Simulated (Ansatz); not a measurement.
Crystal: BaTe.

```xyz
2
Lattice="0.0000 3.4100 3.4100 3.4100 0.0000 3.4100 3.4100 3.4100 0.0000" Properties=species:S:1:pos:R:3 pbc="T T T"
Ba    0.0000    0.0000    0.0000
Te    3.4100    3.4100    3.4100
```

Base run:

```yaml
Program: Ansatz 0.2.0
Functional: PBEsol
Potentials_or_basis: all-electron LAPW, relativistic spinors
Cutoff: 136 eV (chosen from the basis error)
Basis_error_allowed: 0.001 eV/atom
k_mesh: 5 × 5 × 5
Occupations: fermi-dirac, width 0.05 eV
Spin: spin-orbit coupling, no magnetisation
```

Its results: band gap on the k mesh 1.15 eV, indirect (least direct gap 1.50 eV); pressure 1.9 GPa.

Question: The run is repeated on the same cell with these changes: potentials or basis from all-electron LAPW, relativistic spinors to all-electron LAPW, scalar-relativistic; spin from spin-orbit coupling, no magnetisation to no spin polarisation. What comes out?

Answer: Band gap on the k mesh 1.44 eV, indirect (least direct gap 1.79 eV); pressure 1.9 GPa.

Spin-orbit coupling splits the band edges, which narrows the gap.

Caveats: the mesh misses the band edges, which the band path finds closer together; spin-orbit coupling is left out, which moves the levels of the heavy elements (some runs).
